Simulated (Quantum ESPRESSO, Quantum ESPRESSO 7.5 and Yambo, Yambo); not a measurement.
## KF (Carobbiite): G0W0 on several meshes in Yambo

Aim: the GW shift of KF (Carobbiite) against the k mesh.

Calculated with Quantum ESPRESSO 7.5 and Yambo 5.3.0; PBE and many-body steps on it, plane waves.

**1. Set-up**

Symmetry: Fm-3m, No. 225, cubic system. Conventional cell: a = 5.344 Å, b = 5.344 Å, c = 5.344 Å, α = 90.00°, β = 90.00°, γ = 90.00°. Nearest to K lie 6 F at 2.67 Å. Nearest to F lie 6 K at 2.67 Å. Farther neighbours and most contacts between anions are not listed.

The cell and positions come from the Crystallography Open Database and are kept as given unless a step says otherwise.

**2. Empty states on the mesh, 4×4×4 mesh, 458 bands**

This step: Quantum ESPRESSO 7.5; DFT, PBE, plane waves, norm-conserving pseudopotentials.

The sums over transitions need many empty states on a uniform mesh; this step solves for them.

pw.in

```
&control
  calculation = 'nscf'
  prefix = 'x'
  outdir = 'o'
  pseudo_dir = 'pseudo'
/
&system
  ibrav = 0
  nat = 2
  ntyp = 2
  ecutwfc = 72.0
  nbnd = 458
  force_symmorphic = .true.
/
&electrons
  conv_thr = 1e-9
  electron_maxstep = 80
  diago_full_acc = .true.
  diago_thr_init = 5e-6
/
ATOMIC_SPECIES
  K 39.098 K.upf
  F 18.998 F.upf
CELL_PARAMETERS angstrom
  -0.0000000000 2.6718500000 2.6718500000
  2.6718500000 -0.0000000000 2.6718500000
  2.6718500000 2.6718500000 0.0000000000
ATOMIC_POSITIONS crystal
  K 0.0000000000 0.0000000000 0.0000000000
  F 0.5000000000 0.5000000000 0.5000000000
K_POINTS automatic
  4 4 4 0 0 0
```

Launch:

```
> OMP_NUM_THREADS=1 mpirun -n 4 pw.x -nk 4 -in pw.in > pw.out
```

The program printed:

```text
Program PWSCF v.7.5 starts

     This program is part of the open-source Quantum ESPRESSO suite
     for quantum simulation of materials; please cite
         "P. Giannozzi et al., J. Phys.:Condens. Matter 21 395502 (2009);
         "P. Giannozzi et al., J. Phys.:Condens. Matter 29 465901 (2017);
         "P. Giannozzi et al., J. Chem. Phys. 152 154105 (2020);
     in publications or presentations arising from this work. More details at

     Atomic positions and unit cell read from directory:
     o/x.save/

     Message from routine setup:
[...]
k =-0.3536-0.3536 0.3536 (  2638 PWs)   bands (ev):

[...]
78.1755  81.0804  82.4950  82.4950  83.0432  84.8838  84.8838  85.6328
     [... 46 further rows ...]
   293.0866 293.0866 293.5390 293.5784 293.5784 294.6587 294.6824 294.6824
   294.7191 294.7191

          k = 0.3536 0.0000 0.0000 (  2650 PWs)   bands (ev):

     [... further k-points ...]

     highest occupied, lowest unoccupied level (ev):     1.5366    7.7360

     XML data file, pseudopotentials, collected wavefunctions

=------------------------------------------------------------------------------=
   JOB DONE.
=------------------------------------------------------------------------------=
```

The job ended after 42 s (4 MPI ranks of Arm Neoverse V2, shared host; peak memory 0.71 GiB; 2.8 min of CPU time).

This step gave:

```yaml
gap: 6.199 eV
k_of_the_valence_top: 0, 0, 0
k_of_the_conduction_bottom: 0, 0, 0
least_direct_gap: 6.199 eV
k_points_computed: 8
lowest_point_of_the_top_converged_band_above_the_valence_top: 291.1209 eV
```

On this mesh the gap is 6.199 eV.

The density comes from a self-consistent run that is not shown.

**3. Conversion and set-up**

This step: Yambo 5.3.0; conversion and set-up on PBE, plane waves, norm-conserving pseudopotentials.

The states are converted to the many-body program's format and the q mesh is built.

Launch:

```
> (cd o/x.save; p2y > p2y.log; mv SAVE ../..); yambo > setup.log
```

The program printed:

```text
 Yambo, version 5.3.0

 [02] CORE Variables Setup
 =========================

  [02.01] Unit cells
  ==================

  Cell kind             :  FCC
  Atoms in the cell     :  K  F
  number of K  atoms    :  1
  number of F  atoms    :  1

  List of atomic masses
  Mass of K     :  39.09800
  Mass of F     :  18.99800

  List of atomic coordinates    : [cc]
  K1       :  0.000000  0.000000  0.000000  order 1
  F1       :  5.049065  5.049065  5.049065  order 2

  Alat factors          :  5.049065  5.049065  5.049065 [a.u.]
  Direct lattice volume :  257.4322 [a.u.]
[...]
==========================================

 IBZ Q-points                                      :   8
 BZ  Q-points                                      :   64

 K/Q-points units:
 rlu = crystal or reduced units; cc = cartesian coordinates; iku = interal k-units

 Q [1]          [rlu]:  0.000000  0.000000  0.000000
 Q [2]          [rlu]:  0.16981E-17  0.16981E-17  0.25000
 Q [3]          [rlu]: -0.33962E-17 -0.33962E-17 -0.50000
[...]
Q [7]          [rlu]: -0.14871E-18 -0.50000     -0.50000
 Q [8]          [rlu]:  0.250000 -0.500000 -0.250000

  [03.01] X indexes
  =================

   [03.01.01] Sigma indexes
   ========================

 [06] Game Over & Game summary
```

The job ended after 2.1 s (1 MPI rank; peak memory 0.24 GiB).

**4. 4×4×4**

Now the one-shot GW correction: screening in the RPA, then the self-energy of the levels asked for.

This step: G0W0 on PBE, plane waves, norm-conserving pseudopotentials.

gw2.in

```
HF_and_locXC
gw0
dyson
ppa
em1d
rim_cut
RandQpts= 1000000
RandGvec= 1 RL
EXXRLvcs= 72 Ry
VXCRLvcs= 288 Ry
Chimod= "HARTREE"
% BndsRnXp
 1 | 191 |
%
NGsBlkXp= 17 Ry
% LongDrXp
 1 | 1 | 1 |
%
% GbndRnge
 1 | 191 |
%
DysSolver= "n"
ExtendOut
PPAPntXp= 27.21138 eV
% QPkrange
 1 | 1 | 7 | 10 |
%
```

Launch:

```
> OMP_NUM_THREADS=1 mpirun -n 4 yambo -F gw2.in -J gw2 -C gw2 > gw2.log
```

The program printed:

```text
 Yambo, version 5.3.0

 [02] CORE Variables Setup
 =========================

  [... cell, symmetries and grids as in the set-up ...]

  [02.05] Energies & Occupations
  ==============================

  [X] === General ===
  [X] Electronic Temperature                        :  0.000000  0.000000 [eV K]
  [X] Bosonic    Temperature                        :  0.000000  0.000000 [eV K]
  [X] Finite Temperature mode                       : no
  [X] El. density                                   :  0.41942E+24 [cm-3]
  [X] Fermi Level                                   :  1.536558 [eV]

  [X] === Gaps and Widths ===
  [X] Conduction Band Min                           :  6.199420 [eV]
  [X] Valence Band Max                              :  0.000000 [eV]
  [X] Filled Bands                                  :   8
  [X] Empty Bands                                   :     9   458
  [X] Direct Gap                                    :  6.199420 [eV]
  [X] Direct Gap localized at k                     :  1
  [X] Indirect Gap                                  :  6.199420 [eV]
  [X] Indirect Gap between kpts                     :  1  1
  [X] Last valence band width                       :  0.344584 [eV]
  [X] 1st conduction band width                     :  3.553835 [eV]

 [03] Transferred momenta grid and indexing
 ==========================================

 IBZ Q-points                                      :   8
 BZ  Q-points                                      :   64

 K/Q-points units:
 rlu = crystal or reduced units; cc = cartesian coordinates; iku = interal k-units

 Q [1]          [rlu]:  0.000000  0.000000  0.000000
 Q [2]          [rlu]:  0.16981E-17  0.16981E-17  0.25000
 Q [3]          [rlu]: -0.33962E-17 -0.33962E-17 -0.50000
 Q [4]          [rlu]:  0.74356E-19  0.25000      0.25000
 Q [5]          [rlu]: -0.62307E-17  0.25000      0.50000
 Q [6]          [rlu]: -0.33962E-17  0.25000     -0.25000
 Q [7]          [rlu]: -0.14871E-18 -0.50000     -0.50000
 Q [8]          [rlu]:  0.250000 -0.500000 -0.250000

 [04] Coloumb potential Random Integration (RIM)
 ===============================================

  [04.01] RIM initialization
  ==========================

  * Diagonal components only detected *

  8 x (sBL volume)        :  0.120444 [a.u.]
  sBZ random points       :  1000000
  Points outside the sBZ  :   7996195
  RL volume               :  0.963556 [a.u.]
  Integrated volume       :  0.964014 [a.u.]

  [04.02] RIM integrals
  =====================

  Gamma point sphere radius             :  0.089580 [a.u.]
  Points outside the sphere             :   799659
  [Int_sBZ(q=0) 1/q^2]*(Vol_sBZ)^(-1/3) =:  7.764404
                                 should be <:  7.795600

  Summary of Coulomb integrals for non-metallic bands |Q|[au] RIM/Bare

  Q [1] 0.100000E-4 0.995998 * Q [2] 0.269426 1.064955
  Q [4] 0.311106 1.063169 * Q [6] 0.439971 1.026119
  Q [5] 0.515912 1.019126 * Q [3] 0.538852 1.017184
  Q [7] 0.622213 1.014132 * Q [8] 0.695655 1.011034

 [WARNING] [Xp] User bands 1-191 break level degeneracy

 [05] Dipoles
 ============

  [05.01] Setup: observables and procedures
  =========================================

 [06] Dynamic Dielectric Matrix (PPA)
 ====================================

 [WR./gw2//ndb.pp]---------------------------------------------------------------
  Brillouin Zone Q/K grids (IBZ/BZ)                :    8   64    8   64
  RL vectors                                       :   3383 [WF]
  Coulomb cutoff potential                         : none
  Electronic Temperature                           :  0.000000 [K]
  Bosonic    Temperature                           :  0.000000 [K]
  PPA    diel. fun.  energies                      : Perdew, Burke & Ernzerhof(X)+Perdew, Burke & Ernzerhof(C)
  wavefunctions                                    : Perdew, Burke & Ernzerhof(X)+Perdew, Burke & Ernzerhof(C)
  Global Gauge                                     : length
  X matrix size                                    :   331
  X band range                                     :    1  191
  X e/h energy range                               : -1.000000 -1.000000 [eV]
  X Time ordering                                  : R
  X Hxc Kernel                                     : HARTREE
  X Drude frequency                                :  0.000000  0.000000
  X poles                                          :  100.0000 [o/o]
  RL vectors in the sum                            :   3383
  [r,Vnl] included                                 : yes
  Field direction                                  :  0.577350E-5  0.577350E-5  0.577350E-5
  BZ energy Double Grid                            : no
  BZ energy DbGd points                            : 0
  BZ Q point size factor                           : -1.000000
  X Optical Averaged directions                    : none

 [07] Local Exchange-Correlation + Non-Local Fock
 ================================================

 [VXC] Plane waves :  21187
 [EXS] Plane waves :  2733

 QP @ state[ 1 ] K range:  1  1
 QP @ state[ 1 ] b range:   7  10

 [xc] Functional : Perdew, Burke & Ernzerhof(X)+Perdew, Burke & Ernzerhof(C)
 [xc] LIBXC used to calculate xc functional
  PP Number of Atomic Species                      :  2
  NLCC RL compoments                               :  21187
  PP Number of Atomic Species                      :  2
  NLCC RL compoments                               :  21187

 [xc] E_xc :  -9.052398 [Ha]
      E_xc :  -18.10480 [Ry]

  Local XC kind (lXC) : Perdew, Burke & Ernzerhof(X)+Perdew, Burke & Ernzerhof(C)
  Non-Local XC kind (nlXC) : Hartree-Fock

  Corrections @ K [1] :  [eV]
 <7|nlXC|7> = -29.45298  0.14209E-17 <7|lXC|7> = -21.89882  0.000000
 <8|nlXC|8> = -29.45295 -0.36453E-17 <8|lXC|8> = -21.89882 -0.37763E-15
 <9|nlXC|9> = -4.028151 -0.21341E-17 <9|lXC|9> = -7.969212 -0.14161E-15
 <10|nlXC|10> = -4.982602  0.10511E-17 <10|lXC|10> = -10.84085 -0.94408E-16

 [08] Dyson equation: Newton solver
 ==================================

  [08.01] G0W0 (W PPA)
  ====================

  [  GW  ] Bands range     :    1  191
  [GW/PPA] G damping       :  0.100000 [eV]

  QP @ state[ 1 ] K range:  1  1
  QP @ state[ 1 ] b range:   7  10

   Sc/G bands                                       :    1  191
   Sc/G damping                                     :  0.100000 ev
   Sc bands terminator                              : no
   Sx RL components                                 :  2733

   QP @ state[ 1 ] K range                          :  1  1
   QP @ state[ 1 ] b range                          :   7  10
   GF energies kind                                 : Perdew, Burke & Ernzerhof(X)+Perdew, Burke & Ernzerhof(C)
   GF WF`s kind                                     : Perdew, Burke & Ernzerhof(X)+Perdew, Burke & Ernzerhof(C)
   Xs energies kind                                 : Perdew, Burke & Ernzerhof(X)+Perdew, Burke & Ernzerhof(C)
   Xs WF`s kind                                     : Perdew, Burke & Ernzerhof(X)+Perdew, Burke & Ernzerhof(C)

 [11] Game Over & Game summary
```

It took 88 s on 4 MPI ranks; peak memory 1.5 GiB.

Numbers from this step:

```
G0W0 gap on the points computed              : 9.629 eV
starting gap on the mesh                     : 6.199 eV
k of the valence top                         : 0, 0, 0
k of the conduction bottom                   : 0, 0, 0
least direct G0W0 gap on the computed points : 9.629 eV
Z at the valence top                         : 0.8097
Z at the conduction bottom                   : 0.8997
```

The gap on the mesh goes from 6.20 eV to 9.63 eV, a correction of +3.43 eV.

**5. Empty states on the mesh, 2×2×2 mesh, 191 bands**

This step: Quantum ESPRESSO 7.5; DFT, PBE, plane waves, norm-conserving pseudopotentials.

pw.in: that of step 2 with these lines changed.

```diff
@@ -11,3 +11,3 @@
   ecutwfc = 72.0
-  nbnd = 458
+  nbnd = 191
   force_symmorphic = .true.
@@ -31,2 +31,2 @@
 K_POINTS automatic
-  4 4 4 0 0 0
+  2 2 2 0 0 0
```

Launch:

```
> OMP_NUM_THREADS=1 mpirun -n 4 pw.x -nk 4 -in pw.in > pw.out
```

The program printed:

```text
[banner, memory and clock lines left out]
Program PWSCF v.7.5 starts

     Atomic positions and unit cell read from directory:
     o/x.save/

     Message from routine setup:
     using ibrav=0 with symmetry is DISCOURAGED, use correct ibrav instead

     Message from routine divide_et_impera:
     suboptimal parallelization: some nodes have no k-points

     G-vector sticks info

     bravais-lattice index     =            0
     lattice parameter (alat)  =       7.1405  a.u.
     unit-cell volume          =     257.4322 (a.u.)^3
     number of atoms/cell      =            2
[...]
k =-0.3536-0.3536 0.3536 (  2638 PWs)   bands (ev):

[...]
[... 12 further rows ...]
[...]
159.3395 159.3395 160.0248 160.0248 161.5941 162.5770 163.8749

          k =-0.7071 0.0000 0.0000 (  2650 PWs)   bands (ev):

[...]
81.6617  82.0545  83.6266  83.6266  84.1633  85.1597  85.1597  85.2786
     [... 12 further rows ...]
   150.1132 150.4167 150.9156 150.9156 152.1263 152.3910 153.4187 155.5854
   155.5854 156.4962 156.9253 157.2337 157.2338 157.3550 157.7270

     highest occupied, lowest unoccupied level (ev):     1.5366    7.7360

     XML data file, pseudopotentials, collected wavefunctions
```

Wall time 4.9 s (4 MPI ranks); peak memory 0.32 GiB; 19 s of CPU time.

This step gave:

| Quantity | Value |
| --- | --- |
| gap | 6.199 eV |
| k of the valence top | 0, 0, 0 |
| k of the conduction bottom | 0, 0, 0 |
| least direct gap | 6.199 eV |
| k points computed | 3 |
| lowest point of the top converged band, above the valence top | 156.1905 eV |

On this mesh the gap is 6.199 eV.

**6. Conversion and set-up**

This step: Yambo 5.3.0; conversion and set-up on PBE, plane waves, norm-conserving pseudopotentials.

Launch:

```
> (cd o/x.save; p2y > p2y.log; mv SAVE ../..); yambo > setup.log
```

The program printed:

```text
 Yambo, version 5.3.0

 [02] CORE Variables Setup
 =========================

  [02.01] Unit cells
  ==================

  Cell kind             :  FCC
  Atoms in the cell     :  K  F
  number of K  atoms    :  1
  number of F  atoms    :  1

  List of atomic masses
  Mass of K     :  39.09800
  Mass of F     :  18.99800

  List of atomic coordinates    : [cc]
  K1       :  0.000000  0.000000  0.000000  order 1
  F1       :  5.049065  5.049065  5.049065  order 2

  Alat factors          :  5.049065  5.049065  5.049065 [a.u.]
  Direct lattice volume :  257.4322 [a.u.]
[...]
0.000000  0.000000  0.000000  0.000000  0.000000  0.000000  0.000000  0.000000

 [03] Transferred momenta grid and indexing
 ==========================================

 IBZ Q-points                                      :  3
 BZ  Q-points                                      :   8

 K/Q-points units:
 rlu = crystal or reduced units; cc = cartesian coordinates; iku = interal k-units

 Q [1]          [rlu]:  0.000000  0.000000  0.000000
 Q [2]          [rlu]: -0.33962E-17 -0.33962E-17 -0.50000
 Q [3]          [rlu]: -0.14871E-18 -0.50000     -0.50000

  [03.01] X indexes
  =================

   [03.01.01] Sigma indexes
   ========================

 [06] Game Over & Game summary
```

Wall time 1.9 s (1 MPI rank); peak memory 0.24 GiB.

**7. 2×2×2**

This step: G0W0 on PBE, plane waves, norm-conserving pseudopotentials.

gw11.in

```
HF_and_locXC
gw0
dyson
ppa
em1d
rim_cut
RandQpts= 1000000
RandGvec= 1 RL
EXXRLvcs= 72 Ry
VXCRLvcs= 288 Ry
Chimod= "HARTREE"
% BndsRnXp
 1 | 191 |
%
NGsBlkXp= 17 Ry
% LongDrXp
 1 | 1 | 1 |
%
% GbndRnge
 1 | 191 |
%
DysSolver= "n"
ExtendOut
PPAPntXp= 27.21138 eV
% QPkrange
 1 | 1 | 7 | 10 |
%
```

Launch:

```
> OMP_NUM_THREADS=1 mpirun -n 4 yambo -F gw11.in -J gw11 -C gw11 > gw11.log
```

The program printed:

```text
 Yambo, version 5.3.0

 [02] CORE Variables Setup
 =========================

  [... cell, symmetries and grids as in the set-up ...]

  [02.05] Energies & Occupations
  ==============================

  [X] === General ===
  [X] Electronic Temperature                        :  0.000000  0.000000 [eV K]
  [X] Bosonic    Temperature                        :  0.000000  0.000000 [eV K]
  [X] Finite Temperature mode                       : no
  [X] El. density                                   :  0.41942E+24 [cm-3]
  [X] Fermi Level                                   :  1.536558 [eV]

  [X] === Gaps and Widths ===
  [X] Conduction Band Min                           :  6.199420 [eV]
  [X] Valence Band Max                              :  0.000000 [eV]
  [X] Filled Bands                                  :   8
  [X] Empty Bands                                   :    9  191
  [X] Direct Gap                                    :  6.199420 [eV]
  [X] Direct Gap localized at k                     :  1
  [X] Indirect Gap                                  :  6.199420 [eV]
  [X] Indirect Gap between kpts                     :  1  1
  [X] Last valence band width                       :  0.344584 [eV]
  [X] 1st conduction band width                     :  2.888843 [eV]

 [03] Transferred momenta grid and indexing
 ==========================================

 IBZ Q-points                                      :  3
 BZ  Q-points                                      :   8

 K/Q-points units:
 rlu = crystal or reduced units; cc = cartesian coordinates; iku = interal k-units

 Q [1]          [rlu]:  0.000000  0.000000  0.000000
 Q [2]          [rlu]: -0.33962E-17 -0.33962E-17 -0.50000
 Q [3]          [rlu]: -0.14871E-18 -0.50000     -0.50000

 [04] Coloumb potential Random Integration (RIM)
[...]
================================================

 [VXC] Plane waves :  21187
 [EXS] Plane waves :  2733

 QP @ state[ 1 ] K range:  1  1
 QP @ state[ 1 ] b range:   7  10

 [xc] Functional : Perdew, Burke & Ernzerhof(X)+Perdew, Burke & Ernzerhof(C)
 [xc] LIBXC used to calculate xc functional
  PP Number of Atomic Species                      :  2
  NLCC RL compoments                               :  21187
  PP Number of Atomic Species                      :  2
  NLCC RL compoments                               :  21187

 [xc] E_xc :  -9.057462 [Ha]
      E_xc :  -18.11492 [Ry]

  Local XC kind (lXC) : Perdew, Burke & Ernzerhof(X)+Perdew, Burke & Ernzerhof(C)
  Non-Local XC kind (nlXC) : Hartree-Fock

  Corrections @ K [1] :  [eV]
 <7|nlXC|7> = -29.08424  0.16061E-16 <7|lXC|7> = -21.90533  0.000000
 <8|nlXC|8> = -29.08424 -0.39609E-17 <8|lXC|8> = -21.90533 -0.37763E-15
 <9|nlXC|9> = -3.831960  0.24710E-17 <9|lXC|9> = -7.953884 -0.94408E-16
 <10|nlXC|10> = -4.917397 -0.55221E-17 <10|lXC|10> = -10.83383  0.000000

 [08] Dyson equation: Newton solver
 ==================================

  [08.01] G0W0 (W PPA)
  ====================

  [  GW  ] Bands range     :    1  191
  [GW/PPA] G damping       :  0.100000 [eV]

  QP @ state[ 1 ] K range:  1  1
  QP @ state[ 1 ] b range:   7  10

   Sc/G bands                                       :    1  191
   Sc/G damping                                     :  0.100000 ev
   Sc bands terminator                              : no
   Sx RL components                                 :  2733

   QP @ state[ 1 ] K range                          :  1  1
   QP @ state[ 1 ] b range                          :   7  10
   GF energies kind                                 : Perdew, Burke & Ernzerhof(X)+Perdew, Burke & Ernzerhof(C)
   GF WF`s kind                                     : Perdew, Burke & Ernzerhof(X)+Perdew, Burke & Ernzerhof(C)
   Xs energies kind                                 : Perdew, Burke & Ernzerhof(X)+Perdew, Burke & Ernzerhof(C)
   Xs WF`s kind                                     : Perdew, Burke & Ernzerhof(X)+Perdew, Burke & Ernzerhof(C)

 [11] Game Over & Game summary
```

Wall time 9.7 s (4 MPI ranks); peak memory 1.3 GiB; 35 s of CPU time.

Numbers from this step:

```
G0W0 gap on the points computed              : 9.497 eV
starting gap on the mesh                     : 6.199 eV
k of the valence top                         : 0, 0, 0
k of the conduction bottom                   : 0, 0, 0
least direct G0W0 gap on the computed points : 9.497 eV
Z at the valence top                         : 0.8118
Z at the conduction bottom                   : 0.8980
```

Against G0W0 in Yambo (4×4×4 mesh, 191 bands, screening to 231.3 eV, Godby-Needs plasmon pole), the gap moves by −0.132 eV.

(Part 1 of 2 ends here.)

[Paths, hosts, dates, memory and timing lines, banners, echoed tables and standing remarks are left out of the program output.]

[Logs are printed without paths, hosts, clocks, repeated set-up lines and the standing remarks that a program may print on its own settings, such as how far it seeks lower states.]

[Runs of the session that timed out or met a known fault of the program may be left out.]

[Hosts, paths, dates, database ids (printed as entryN), source tags and the programs' standing remarks are cut or masked in the printed files.]
